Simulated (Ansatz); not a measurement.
## CuAu3 under changes of volume

One of the cells (15.761 Å³/atom); the others are scaled copies at fixed shape and fractional positions:

```
Au Cu
1.0
     3.98000    0.00000    0.00000
     0.00000    3.98000    0.00000
     0.00000    0.00000    3.98000
Au Cu
3 1
Direct
  0.50000 0.50000 0.00000
  0.50000 0.00000 0.50000
  0.00000 0.50000 0.50000
  0.00000 0.00000 0.00000
```

```yaml
Program: Ansatz 0.2.0
Functional: PBEsol
Potentials_or_basis: Ansatz PAW
Cutoff: "420 eV (not typed: the program's choice for these potentials)"
k_mesh: 7 × 7 × 7
Occupations: fermi-dirac, width 0.05 eV
Spin: no spin polarisation
```

```tsv
volume (Å³/atom)	energy over the lowest point (meV/atom)	pressure (GPa)
14.816	28.39	11.5
15.131	10.57	6.8
15.446	1.47	2.6
15.761	0.00	-1.0
16.076	?	?
16.392	16.27	-6.9
16.707	32.39	-9.3
```

Task: What does the run at 16.076 Å³/atom give?

Result: Energy over the lowest point 5.21 meV/atom; pressure -4.2 GPa.

Worked out: A Birch-Murnaghan fit of order 3 (a polynomial in V^(-2/3)) to the other rows has its minimum at 15.67 Å³/atom with B0 = V·E''(V) = 175 GPa and B' = 5.7. It gives 5.20 meV/atom at 16.076 Å³/atom, against the run's 5.21, and -dE/dV = -4.2 GPa, against -4.2.

Energies are extrapolated to zero smearing.

Caveats: the PAW data sets come from PBE, with cores solved anew for the run's functional, which leaves a small shift of forces and pressure.
